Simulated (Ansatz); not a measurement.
GaN (F-43m) from a database of computed structures (r2SCAN geometry), in Ansatz:

```cif
data_structure
_symmetry_space_group_name_H-M 'F-43m'
_symmetry_Int_Tables_number 216
_cell_length_a 4.4979
_cell_length_b 4.4979
_cell_length_c 4.4979
_cell_angle_alpha 90.000
_cell_angle_beta 90.000
_cell_angle_gamma 90.000
_cell_volume 91.00
loop_
_atom_site_label
_atom_site_type_symbol
_atom_site_symmetry_multiplicity
_atom_site_Wyckoff_symbol
_atom_site_fract_x
_atom_site_fract_y
_atom_site_fract_z
_atom_site_occupancy
Ga1 Ga 4 a 0.00000 0.00000 0.00000 1
N1 N 4 c 0.25000 0.25000 0.25000 1
```

G0W0@PBE with 168 empty bands, a screening cutoff of 220 eV and a 6×6×6 mesh (PAW, contour deformation) gives 2.835 eV over the mesh points, from a PBE gap of 1.754 eV; it sums over 177 bands with 169 plane waves in the screening and a wave cutoff of 420 eV. G0W0 here is at a finite number of bands, screening cutoff and k mesh, not at the basis limit. Spin-unpolarised throughout; all numbers are computed.

Problem. Estimate the gap with empty bands 309, screening cutoff 300 eV.

Solution. 2.834 eV (-0.001 eV), from a Kohn-Sham gap of 1.754 eV.

Problem. Another run gave a Kohn-Sham gap of 2.167 eV and a G0W0 gap of 3.087 eV, summing over 177 bands with 169 plane waves in the screening and a wave cutoff of 500 eV. What was changed?

Solution. Starting point r2SCAN, with them a wave cutoff of 500 eV. The Kohn-Sham gap has moved while bands and screening basis stay; the higher wave cutoff is that of a meta-GGA.

Problem. Another run gave a Kohn-Sham gap of 1.754 eV and a G0W0 gap of 2.842 eV, summing over 76 bands with 65 plane waves in the screening and a wave cutoff of 420 eV. What was changed?

Solution. Empty bands 67, screening cutoff 120 eV. The counts of bands and plane waves show that both rose or fell; the cutoff follows only within a few eV.

Problem. Another run gave a Kohn-Sham gap of 1.775 eV and a G0W0 gap of 2.948 eV, summing over 177 bands with 169 plane waves in the screening and a wave cutoff of 1240 eV. What was changed?

Solution. Potentials of the kind norm-conserving, with them a wave cutoff of 1240 eV. The wave cutoff gives it away.

With a shallow d shell on the cation, G0W0 converges slowly in bands and cutoff, so these values are in doubt.
